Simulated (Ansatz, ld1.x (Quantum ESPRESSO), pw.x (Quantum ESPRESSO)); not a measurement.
**pw.x on sc Zr: one setting changed**

Potential: PAW, ld1.x (Quantum ESPRESSO) 7.5, PBE; core [Ar] 3d10, reference 4s2 4p6 4d2 5s2 5p0; waves: 4s (bound): rcut 1.60, rcutus 1.80 bohr; 5s (bound): rcut 1.60, rcutus 1.80 bohr; 4p (bound): rcut 1.95, rcutus 2.50 bohr; 5p (bound, empty): rcut 1.95, rcutus 2.50 bohr; 4d (bound): rcut 2.20, rcutus 2.70 bohr; 4d channel at 2.45 Ry: rcut 2.20, rcutus 2.70 bohr; 4f channel at 0.3 Ry: rc 2.65 bohr; local part: the f channel; core correction: a·sin(br)/r model core inside 1.80 bohr; augmentation: BESSEL, radius 1.75 bohr.

The reference run (k-mesh 11³, cutoffs 40/320 Ry, Fermi–Dirac 0.01 Ry, mixing_beta 0.4, conv_thr 1e-9, no spin) gives -0.61 GPa at 25.041 Å³/atom, where all-electron LAPW gives -0.56 GPa. This run, with its own iteration cap, changes k-mesh shift to 1.

```
&control
  calculation='scf', prefix='x', pseudo_dir='./', outdir='./tmp', tstress=.true., disk_io='none'
/
&system
  ibrav=0, nat=1, ntyp=1, ecutwfc=40, ecutrho=320, nbnd=14,
  occupations='smearing', smearing='fd', degauss=0.01
/
&electrons
  conv_thr=1e-09, mixing_beta=0.4, electron_maxstep=70
/
ATOMIC_SPECIES
Zr 1.0 Zr.UPF
CELL_PARAMETERS angstrom
  2.92561533 0.00000000 0.00000000
  0.00000000 2.92561533 0.00000000
  0.00000000 0.00000000 2.92561533
ATOMIC_POSITIONS crystal
Zr 0.0000 0.0000 0.0000
K_POINTS automatic
11 11 11 1 1 1
```

```bash
pw.x < Zr.scf.in > Zr.scf.out
```

Q: How does the run end?

A: It converges in 9 iterations; the free energy moves by -2.3 meV/atom and the pressure by +0.27 GPa.

```
Message from routine setup:
     using ibrav=0 with symmetry is DISCOURAGED, use correct ibrav instead
     lattice parameter (alat)  =       5.5286  a.u.
     unit-cell volume          =     168.9850 (a.u.)^3
     number of electrons       =        12.00
     number of Kohn-Sham states=           14
     kinetic-energy cutoff     =      40.0000  Ry
     charge density cutoff     =     320.0000  Ry
     scf convergence threshold =      1.0E-09
     Exchange-correlation= SLA  PW   PBX  PBC
     number of k points=    56  Fermi-Dirac smearing, width (Ry)=  0.0100
     iteration #  1     ecut=    40.00 Ry     beta= 0.40
     total energy              =    -307.15479339 Ry
     estimated scf accuracy    <       0.01948532 Ry
     iteration #  2     ecut=    40.00 Ry     beta= 0.40
     total energy              =    -307.15456444 Ry
     estimated scf accuracy    <       0.00469655 Ry
     iteration #  3     ecut=    40.00 Ry     beta= 0.40
     total energy              =    -307.15490592 Ry
     estimated scf accuracy    <       0.00019074 Ry
     iteration #  4     ecut=    40.00 Ry     beta= 0.40
     total energy              =    -307.15498513 Ry
     estimated scf accuracy    <       0.00001248 Ry
     iteration #  5     ecut=    40.00 Ry     beta= 0.40
     total energy              =    -307.15499345 Ry
     estimated scf accuracy    <       0.00000342 Ry
     iteration #  6     ecut=    40.00 Ry     beta= 0.40
     total energy              =    -307.15499382 Ry
     estimated scf accuracy    <       0.00000010 Ry
     iteration #  7     ecut=    40.00 Ry     beta= 0.40
     total energy              =    -307.15499398 Ry
     estimated scf accuracy    <       0.00000004 Ry
     iteration #  8     ecut=    40.00 Ry     beta= 0.40
     total energy              =    -307.15499399 Ry
     estimated scf accuracy    <          1.8E-09 Ry
     iteration #  9     ecut=    40.00 Ry     beta= 0.40
     the Fermi energy is    12.0140 ev
!    total energy              =    -307.15499399 Ry
     estimated scf accuracy    <          6.5E-11 Ry
     smearing contrib. (-TS)   =      -0.00796876 Ry
     The total energy is F=E-TS. E is the sum of the following terms:
     one-electron contribution =     -20.43515841 Ry
     hartree contribution      =      19.68474458 Ry
     xc contribution           =     -12.29387669 Ry
     ewald contribution        =     -73.90116321 Ry
     one-center paw contrib.   =    -220.20157148 Ry
     convergence has been achieved in   9 iterations
          total   stress  (Ry/bohr**3)                   (kbar)     P=       -3.35
     Message from routine punch:
     Nothing written, as per user request (disk_io='none')
```

The run took about 12 s on one core of a shared host (Neoverse-V1, 64 threads, 495 GiB, load 12).
